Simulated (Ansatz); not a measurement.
# Cu (omega type): the cost of one run

Program: Ansatz 0.2.0. Level of theory: DFT, PBE, PAW with Ansatz's default frozen-core files, scalar-relativistic. These are calculated values, not measurements.

1 further run of the same task is left out (it didn't finish).

## 1. The starting structure

The structure is hexagonal, space group P6/mmm (No. 191). The conventional cell has a = 4.057 Å, b = 4.057 Å, c = 2.515 Å, α = 90.00°, β = 90.00°, γ = 120.00°. Cu (site symmetry 6/mmm) has 14 Cu at 2.52 to 2.66 Å as nearest neighbours. Around Cu (site symmetry -6m2) lie 11 Cu at 2.34 to 2.66 Å.

As a file:

```cif
data_structure
_symmetry_space_group_name_H-M 'P6/mmm'
_symmetry_Int_Tables_number 191
_cell_length_a 4.0568
_cell_length_b 4.0568
_cell_length_c 2.5152
_cell_angle_alpha 90.000
_cell_angle_beta 90.000
_cell_angle_gamma 120.000
_cell_volume 35.85
loop_
_atom_site_label
_atom_site_type_symbol
_atom_site_symmetry_multiplicity
_atom_site_Wyckoff_symbol
_atom_site_fract_x
_atom_site_fract_y
_atom_site_fract_z
_atom_site_occupancy
Cu1 Cu 1 a 0.00000 0.00000 0.00000 1
Cu2 Cu 2 d 0.33333 0.66667 0.50000 1
```

The file gives the conventional cell by its symmetry; the runs use the cell typed in the input.

Whether this phase is the stable one at these pressures isn't tested.

Atoms are numbered in the order of the input: Cu1, Cu2, Cu3.

## 2. Cell relaxed at zero pressure, PAW

input.yaml reads:

```yaml
crystal:
  lattice:
    - [4.0568499635, 0.0, 0.0]
    - [-2.0284249817, 3.5133351277, 0.0]
    - [0.0, 0.0, 2.5152469774]
  atoms:
    - { symbol: Cu, position: [0.0, 0.0, 0.0] }
    - { symbol: Cu, position: [0.3333333333, 0.6666666667, 0.5] }
    - { symbol: Cu, position: [0.6666666667, 0.3333333333, 0.5] }
kpoints:
  mp_grid: { grid: [9, 9, 12] }
scf:
  occupations: { method: fermi_dirac, width: 0.08 }
hamiltonian:
  xc: pbe
  pseudopotentials: { kind: paw }
output:
  forces: true
  stress: true
relax:
  f_tol: 0.005
  max_steps: 40
  cell: {}
```

Command:

```
> ansatz run input.yaml --threads 1 --pin off --max-ram 3072MiB --backend cpu --events-out ev --progress --plain --runs-dir out
```

Q: Estimate wall time and peak memory on 1 thread of Arm Neoverse V2, shared host.

About 22 s, with a peak of 0.34 GiB.
